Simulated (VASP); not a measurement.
# SiC (I-4m2) in VASP: further runs, part 2 of 2

VASP 6.6.1. Earlier steps stand in the parts before.

### Step 4. Single point, r2SCAN (strain +0.000 along x and y, +0.030 along z, atoms carried along)

Contents of POSCAR:

```
SiC
1.0
    0.0000000000      2.1740000000      2.2392200000
    2.1740000000      0.0000000000      2.2392200000
    2.1740000000      2.1740000000      0.0000000000
Si C
1 1
Direct
    0.0000000000      0.0000000000      0.0000000000
    0.7500000000      0.7500000000      0.7500000000
```

Contents of INCAR.step1:

```
SYSTEM = SiC
PREC = Accurate
ENCUT = 520
ISMEAR = 0
SIGMA = 0.05
LREAL = .FALSE.
LASPH = .TRUE.
NELM = 80
NBANDS = 11
GGA = PE
ALGO = Normal
EDIFF = 1E-4
LWAVE = .TRUE.
LCHARG = .FALSE.
```

Contents of INCAR.step2:

```
SYSTEM = SiC
PREC = Accurate
ENCUT = 520
EDIFF = 1E-7
ISMEAR = 0
SIGMA = 0.05
LREAL = .FALSE.
LASPH = .TRUE.
NELM = 80
ALGO = Normal
ISIF = 2
LWAVE = .FALSE.
LCHARG = .FALSE.
METAGGA = R2SCAN
LMIXTAU = .TRUE.
NBANDS = 11
ISTART = 1
```

Contents of KPOINTS:

```
Automatic mesh
0
G
  12 12 12
  0 0 0
```

Potentials or basis: VASP PAW PBE potentials, release 64 (Si, C).

Launch:

```sh
$ cat potpaw_PBE.64/Si/POTCAR potpaw_PBE.64/C/POTCAR > POTCAR
$ cp INCAR.step1 INCAR
$ mpirun -np 1 vasp_std > vasp.out
$ cp INCAR.step2 INCAR
$ mpirun -np 1 vasp_std > vasp.out
```

OUTCAR:

```text
SYSTEM = SiC
   PREC = Accurate
   ENCUT = 520
   EDIFF = 1E-7
   ISMEAR = 0
   LREAL = .FALSE.
   LASPH = .TRUE.
   NELM = 80
   ISIF = 2
   METAGGA = R2SCAN
   ISTART = 1

 ion  position               nearest neighbor table
   1  0.000  0.000  0.000-   2 1.90   2 1.90   2 1.90   2 1.90
   2  0.750  0.750  0.750-   1 1.90   1 1.90   1 1.90   1 1.90

  LATTYP: Found a body centered tetragonal cell.
 ALAT       =     3.0745002846
 C/A-ratio  =     1.4566399692

  Lattice vectors:

 A1 = (  -2.1740000000,   0.0000000000,   2.2392200000)
 A2 = (   2.1740000000,   0.0000000000,   2.2392200000)
 A3 = (   0.0000000000,   2.1740000000,  -2.2392200000)

Analysis of symmetry for initial positions (statically):
=====================================================================
 Subroutine PRICEL returns:
 Original cell was already a primitive cell.

 Routine SETGRP: Setting up the symmetry group for a
 body centered tetragonal supercell.

 Subroutine GETGRP returns: Found  8 space group operations
 (whereof  8 operations were pure point group operations)
 out of a pool of 16 trial point group operations.

The static configuration has the point symmetry D_2d.

Analysis of symmetry for dynamics (positions and initial velocities):
=====================================================================
 Subroutine PRICEL returns:
 Original cell was already a primitive cell.

 Routine SETGRP: Setting up the symmetry group for a
 body centered tetragonal supercell.

 Subroutine GETGRP returns: Found  8 space group operations
 (whereof  8 operations were pure point group operations)
 out of a pool of 16 trial point group operations.

The dynamic configuration has the point symmetry D_2d.

 Subroutine INISYM returns: Found  8 space group operations
 (whereof  8 operations are pure point group operations),
 and found     1 'primitive' translations

----------------------------------------------------------------------------------------

                                     Primitive cell

  volume of cell :      21.1663

  direct lattice vectors                    reciprocal lattice vectors
     0.000000000  2.174000000  2.239220000    -0.229990800  0.229990800  0.223292039
     2.174000000  0.000000000  2.239220000     0.229990800 -0.229990800  0.223292039
     2.174000000  2.174000000  0.000000000     0.229990800  0.229990800 -0.223292039

  length of vectors
     3.120958540  3.120958540  3.074500285     0.394526135  0.394526135  0.394526135

  position of ions in fractional coordinates (direct lattice)
     0.000000000  0.000000000  0.000000000
     0.750000000  0.750000000  0.750000000

  ion indices of the primitive-cell ions
   primitive index   ion index
                 1           1
                 2           2

----------------------------------------------------------------------------------------

 KPOINTS: Automatic mesh

Automatic generation of k-mesh.
 Grid dimensions read from file:
 generate k-points for:   12   12   12

 Generating k-lattice:

  Cartesian coordinates                     Fractional coordinates (reciprocal lattice)
    -0.019165900  0.019165900  0.018607670     0.083333333  0.000000000  0.000000000
     0.019165900 -0.019165900  0.018607670     0.000000000  0.083333333  0.000000000
[... 41 lines left out ...]
   number of dos      NEDOS =    301   number of ions     NIONS =      2
   total plane-waves  NPLWV =  13824
   dimension x,y,z NGX =    24 NGY =   24 NGZ =   24
   dimension x,y,z NGXF=    48 NGYF=   48 NGZF=   48
   ions per type =               1   1
   NGX,Y,Z   is equivalent  to a cutoff of  12.78, 12.78, 12.98 a.u.
   NGXF,Y,Z  is equivalent  to a cutoff of  25.57, 25.57, 25.95 a.u.
 SYSTEM =  SiC
   PREC   = accura    normal or accurate (medium, high low for compatibility)
   ISTART =      1    job   : 0-new  1-cont  2-samecut
   ICHARG =      0    charge: 1-file 2-atom 10-const
   ISPIN  =      1    spin polarized calculation?
   LNONCOLLINEAR =      F non collinear calculations
   LSORBIT =      F    spin-orbit coupling
   LASPH  =      T    aspherical Exc in radial PAW
   ENCUT  =  520.0 eV  38.22 Ry    6.18 a.u.   5.80  5.80  5.72*2*pi/ulx,y,z
   NELM   =     80;   NELMIN=  2; NELMDL=  0     # of ELM steps
   EDIFF  = 0.1E-06   stopping-criterion for ELM
   LREAL  =      F    real-space projection
   EDIFFG = 0.1E-05   stopping-criterion for IOM
   NSW    =      0    number of steps for IOM
   IBRION =     -1    ionic relax: 0-MD 1-quasi-New 2-CG
   NFREE  =      0    steps in history (QN), initial steepest desc. (CG)
   ISIF   =      2    stress and relaxation
   ISYM   =      2    0-nonsym 1-usesym 2-fastsym
   POTIM  = 0.5000    time-step for ionic-motion
   TEBEG  =    0.0;   TEEND  =   0.0 temperature during run
   PSTRESS=    0.0 pullay stress
   NELECT =       8.0000    total number of electrons
   NUPDOWN=      -1.0000    fix difference up-down
   EMIN   =  10.00;   EMAX   =-10.00  energy-range for DOS
   EFERMI =   0.00;   METHOD = LEGACY
   ISMEAR =     0;   SIGMA  =   0.05  broadening in eV -4-tet -1-fermi 0-gaus
   EFERMI_NEDOS =   21; number of points for ismear=-14 and -15
   IALGO  =     38    algorithm
   IMIX   =      4    mixing-type and parameters
     AMIX     =   0.40;   BMIX     =  1.00
     AMIX_MAG =   1.60;   BMIX_MAG =  1.00
  volume/ion in A,a.u.               =      10.58        71.42
  Fermi-wavevector in a.u.,A,eV,Ry     =   1.183649  2.236772 19.062097  1.401025
  Thomas-Fermi vector in A             =   2.319879
   LORBIT       =      0    0 simple, 1 ext, 2 COOP (PROOUT), +10 PAW based schemes
   METAGGA = R2SCAN    functional components
   LHFCALC =     F    Hartree Fock is set to
   AEXX    =    0.0000 exact exchange contribution
   IVDW    =     0    specifies the selected vdW correction
   LEPSILON=     F    determine dielectric tensor
   LRPA    =     F    only Hartree local field effects (RPA)
 non-spin polarized calculation
 Gauss-broadening in eV      SIGMA  =   0.05
  energy-cutoff  :      520.00
  volume of cell :       21.17
 maximum number of plane-waves:       588
   NGX = 11   NGY = 11   NGZ = 11

 number of electron       8.0000001 magnetization

 Free energy of the ion-electron system (eV)
  ---------------------------------------------------
  ext. energy  EPLUGINS =         0.00000000
  ---------------------------------------------------
  free energy    TOTEN  =       -19.30735556 eV

  energy without entropy =      -19.30735556  energy(sigma->0) =      -19.30735556

 E-fermi :   8.0495     XC(G=0): -11.8339

 val. band max:        7.8074725240   @ k =   0.0000   0.0000   0.0000
 cond. band min:       9.3862415807   @ k =   0.5000   0.0000   0.5000
 fundamental gap:      1.5787690568
 Fermi energy:         8.0494791804

 k-point     1 :       0.0000    0.0000    0.0000
  band No.  band energies     occupation
      1      -8.2675      2.00000
      2       7.5898      2.00000
      3       7.8075      2.00000
      4       7.8075      2.00000
      5      14.2745      0.00000
      6      15.3886      0.00000
      7      15.3886      0.00000
      8      15.4743      0.00000
      9      22.3056      0.00000
     10      23.2682      0.00000
     11      25.1270      0.00000
[... 309 lines left out ...]
 k-point    24 :      -0.4167    0.1667    0.0000
  band No.  band energies     occupation
      1      -4.3895      2.00000
      2      -0.4694      2.00000
      3       4.3484      2.00000
      4       6.3706      2.00000
      5      13.5403      0.00000
      6      15.7694      0.00000
      7      16.9274      0.00000
      8      19.5024      0.00000
      9      23.4750      0.00000
     10      23.7920      0.00000
     11      26.5659      0.00000

 [... further k-points ...]

------------------------ aborting loop because EDIFF is reached ----------------------------------------

  FORCE on cell =-STRESS in cart. coord.  units (eV):
  Direction    XX          YY          ZZ          XY          YZ          ZX
  --------------------------------------------------------------------------------------
  -------------------------------------------------------------------------------------
  Total       -0.3250351     -0.3250351     -1.4790705      0.0000000      0.0000000     -0.0000000
  in kB      -24.6033923    -24.6033923   -111.9576134      0.0000000      0.0000000     -0.0000000
  external PRESSURE =     -53.7214660 kB  Pullay stress =       0.0000000 kB

 VOLUME and BASIS-vectors are now :
 -----------------------------------------------------------------------------
  energy-cutoff  :      520.00
  volume of cell :       21.17
      direct lattice vectors                 reciprocal lattice vectors
     0.000000000  2.174000000  2.239220000    -0.229990800  0.229990800  0.223292039
     2.174000000  0.000000000  2.239220000     0.229990800 -0.229990800  0.223292039
     2.174000000  2.174000000  0.000000000     0.229990800  0.229990800 -0.223292039

 POSITION                                       TOTAL-FORCE (eV/Angst)
 -----------------------------------------------------------------------------------
      0.00000      0.00000      0.00000        -0.000000     -0.000000     -0.000000
      3.26100      3.26100      3.35883         0.000000      0.000000      0.000000
 -----------------------------------------------------------------------------------
    total drift:                                0.000000      0.000000      0.000002

  FREE ENERGIE OF THE ION-ELECTRON SYSTEM (eV)
  ---------------------------------------------------
  free  energy   TOTEN  =       -19.3073555640 eV

  energy  without entropy=      -19.3073555640  energy(sigma->0) =      -19.30735556
```

Run time: 76 s. Hardware: 1 thread of Intel Xeon Platinum 8259CL at 2.50GHz (Skylake/Cascade Lake), shared host; peak memory 0.16 GiB.

Results:

```
Free energy            : -19.3074 eV
Pressure               : -5.4 GPa
Band gap on the k mesh : 1.58 eV, indirect (least direct gap 5.00 eV)
```

Stress tensor (GPa, compression positive):
```
 -2.46   0.00   0.00
  0.00  -2.46   0.00
  0.00   0.00 -11.20
```

Caveat: the PAW data sets were made with another functional, which shifts forces and pressure a little.

### Step 5. Summary

```tsv
cell	gap on the mesh (eV)	pressure (GPa)
strain +0.030 along x and y, -0.030 along z, atoms carried along	1.13	-5.4
strain +0.000 along x and y, -0.030 along z, atoms carried along	1.37	8.5
strain +0.000 along x and y, +0.030 along z, atoms carried along	1.58	-5.4
```

Alike in all rows: task single point; level r2SCAN; potentials or basis VASP PAW PBE potentials, release 64 (Si, C); no spin polarisation; k mesh 12 × 12 × 12; cutoff (eV) 520; smearing gaussian 0.05 eV.

Caveats: the PAW data sets were made with another functional, which shifts forces and pressure a little.

Absolute energies hang on the potentials; compare differences alone.
